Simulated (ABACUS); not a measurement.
The system is Ni.

```
Ni
1.0
    -1.73757    0.00000    1.73757
     0.00000    1.73757    1.73757
    -1.73757    1.73757    0.00000
Ni
1
Cartesian
  0.0000 0.0000 0.0000
```

Program: ABACUS 3.10.1. Alike in all runs: task single point; spin collinear, ferromagnetic start; cell as given; smearing fermi-dirac 0.05 eV.

**Question.** Order these runs on this cell by their pressure, lowest first.
A. level LDA-PW92; potentials or basis PseudoDojo NC SR 0.4.1 LDA stringent, plane waves; k mesh 10 × 10 × 10; cutoff (eV) 1429; SCF threshold on the density 1e-08; eigensolver dav; mesh quality not flagged
B. level revTPSS; potentials or basis SG15 ONCV 1.2 PBE, plane waves; k mesh 8 × 8 × 8; cutoff (eV) 1537; SCF threshold on the density 1e-08; eigensolver dav; mesh quality coarse
C. level PBE; potentials or basis PseudoDojo NC SR 0.5 PBE stringent, TZDP LCAO (the cutoffs set its grid); k mesh 12 × 12 × 12; cutoff (eV) 1429; orbital files Ni Ni_confined-atom_7au_4s3p3d1f.orb; SCF threshold on the density 1e-07; eigensolver genelpa; mesh quality not flagged
D. level SCAN; potentials or basis SG15 ONCV 1.2 PBE, plane waves; k mesh 8 × 8 × 8; cutoff (eV) 1537; SCF threshold on the density 1e-08; eigensolver dav; mesh quality coarse

**Answer.** A (-9.6 GPa), D (-2.6 GPa), B (-0.7 GPa), C (9.5 GPa).

Caveats: some runs use coarse meshes; the potentials were made for another functional, which shifts forces and pressure (some runs); the atomic orbitals were generated for these runs and aren't a published set (some runs); the basis of atomic orbitals isn't converged, which shifts pressures, moduli and gaps (some runs).

Not every run made on this cell is shown here.
